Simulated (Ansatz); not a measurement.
Zr:

```xyz
2
Lattice="3.2320 0.0000 0.0000 -1.6160 2.7990 0.0000 0.0000 0.0000 5.1470" Properties=species:S:1:pos:R:3 pbc="T T T"
Zr    1.6160    0.9330    3.8603
Zr    0.0000    1.8660    1.2868
```

Base run:

- Program: Ansatz 0.2.0
- Functional: LDA
- Potentials or basis: all-electron LAPW, relativistic spinors
- Cutoff: 176 eV
- Density cutoff: 706 eV
- Basis error allowed: 0.001 eV/atom
- k mesh: 7 × 7 × 4
- Occupations: fermi-dirac, width 0.05 eV
- Spin: spin-orbit coupling, no magnetisation

Its results: pressure -6.0 GPa.

The run is repeated on the same cell with these changes: functional from LDA to PBE. What comes out?

Pressure 0.6 GPa.

PBE binds less tightly than LDA, so the same cell stands under more pressure.

Caveats: the k mesh is thin for a metal, which can move the energy by tens of meV per atom.

Not every run made on this cell is shown here.
